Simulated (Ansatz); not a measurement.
Several faces are cut from this relaxed crystal of WC:

```cif
data_structure
_symmetry_space_group_name_H-M 'P-6m2'
_symmetry_Int_Tables_number 187
_cell_length_a 2.9218
_cell_length_b 2.9218
_cell_length_c 2.8471
_cell_angle_alpha 90.000
_cell_angle_beta 90.000
_cell_angle_gamma 120.000
_cell_volume 21.05
loop_
_atom_site_label
_atom_site_type_symbol
_atom_site_symmetry_multiplicity
_atom_site_Wyckoff_symbol
_atom_site_fract_x
_atom_site_fract_y
_atom_site_fract_z
_atom_site_occupancy
W1 W 1 a 0.00000 0.00000 0.00000 1
C1 C 1 f 0.66667 0.33333 0.50000 1
```

Miller indices refer to the conventional cell, a = 2.922 Å, b = 2.922 Å, c = 2.847 Å, α = 90.00°, β = 90.00°, γ = 120.00°.

Level of theory: Ansatz 0.2.0, DFT PBE, scalar-relativistic, plane waves, PAW. Cutoff 420 eV, Γ-centred meshes, Gaussian smearing of 0.10 eV, no spin polarisation.

All atoms of each slab relax at the bulk's in-plane cell, with a dipole correction; γ is the mean of a slab's two faces. Bonds are neighbours within 10 % of the shortest distances in the bulk.

(1) How do these faces compare: (001), ending in W and C; (100), ending in W and C; (101), ending in C and W; (201), ending in WC; (210), ending in W and C?

Faces whose slabs rebuild by over 0.8 Å, distort in their middle or lose their symmetry through the k mesh, and polar cuts of insulators, are left out. Of the terminations computed for a plane the cheapest is shown.

The slabs are thin, so differences under about 0.05 J/m² or 0.1 eV aren't settled, and faces are 1×1 cells, without the reconstructions that some real ones have. Spin-orbit coupling is left out, which matters for the bands of heavy elements.

Results:

(1) 
```json
{"face": "(001), ending in W and C", "planes": "8", "thickness (Å)": "10.0", "area (Å²)": "7.39", "cut bonds per Å²": "0.406", "γ as cut (J/m²)": "5.81", "γ relaxed (J/m²)": "4.70", "work function, top (eV)": "4.95"}
{"face": "(100), ending in W and C", "planes": "8", "thickness (Å)": "8.4", "area (Å²)": "8.32", "cut bonds per Å²": "0.240", "γ as cut (J/m²)": "3.98", "γ relaxed (J/m²)": "3.64", "work function, top (eV)": "5.20"}
{"face": "(101), ending in C and W", "planes": "12", "thickness (Å)": "9.8", "area (Å²)": "11.13", "cut bonds per Å²": "0.270", "γ as cut (J/m²)": "3.97", "γ relaxed (J/m²)": "3.80", "work function, top (eV)": "4.45"}
{"face": "(201), ending in WC", "planes": "9", "thickness (Å)": "9.4", "area (Å²)": "18.21", "cut bonds per Å²": "0.275", "γ as cut (J/m²)": "4.08", "γ relaxed (J/m²)": "3.66", "work function, top (eV)": "4.50"}
{"face": "(210), ending in W and C", "planes": "22", "thickness (Å)": "9.9", "area (Å²)": "22.01", "cut bonds per Å²": "0.273", "γ as cut (J/m²)": "4.33", "γ relaxed (J/m²)": "3.82", "work function, top (eV)": "5.06"}
```
